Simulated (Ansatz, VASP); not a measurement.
**Two plane-wave programs on Na**

Contents of INCAR:

```
SYSTEM = Na
PREC = Accurate
ENCUT = 520
EDIFF = 1E-6
ISMEAR = 0
SIGMA = 0.3
LREAL = .FALSE.
LASPH = .TRUE.
NELM = 100
ALGO = Normal
ISIF = 2
LWAVE = .FALSE.
LCHARG = .FALSE.
GGA = CA
NBANDS = 10
```

KPOINTS

```
Automatic mesh
0
G
  11 11 11
  0 0 0
```

POSCAR

```
Na
1.0
   -2.0287155323      2.0287155323      2.0287155323
    2.0287155323     -2.0287155323      2.0287155323
    2.0287155323      2.0287155323     -2.0287155323
Na
1
Direct
    0.0000000000      0.0000000000      0.0000000000
```

Input for Ansatz:

```yaml
crystal:
  lattice:
    - [-2.0287155323, 2.0287155323, 2.0287155323]
    - [2.0287155323, -2.0287155323, 2.0287155323]
    - [2.0287155323, 2.0287155323, -2.0287155323]
  atoms:
    - { symbol: Na, position: [0.0, 0.0, 0.0] }
hamiltonian:
  xc: lda
  pseudopotentials:
    kind: paw
    azcp:
      Na: "pseudopotentials/Na.paw.azcp"
basis:
  ecutwfc: 420
  fft_grid_basis: typed
kpoints:
  mp_grid: { grid: [11, 11, 11], shift: [0, 0, 0] }
magnetization:
  spin_polarized: false
scf:
  occupations: { method: gaussian, width: 0.3 }
  lower_state_search: "off"
output:
  stress: true
```

Alike in both runs: task single point; functional LDA; k mesh 11 × 11 × 11; occupations gaussian, width 0.3 eV; no spin polarisation.

|  | VASP | Ansatz |
| --- | --- | --- |
| version | VASP 6.6.1 | Ansatz 0.2.0 |
| potentials or method | VASP PAW LDA potentials, release 64 (Na_pv) | plane waves (420 eV) with PAW, scalar-relativistic |
| plane-wave cutoff (eV) | 520 | 420 |
| valence electrons in the cell | 7 | 9 |

VASP gave:

```
pressure (GPa) : -0.1
```

Which values does Ansatz return?

Pressure (GPa): 0.0.

The two sets of potentials don't hold the same shells in valence. Ansatz warned: «pseudo_functional_mismatch».
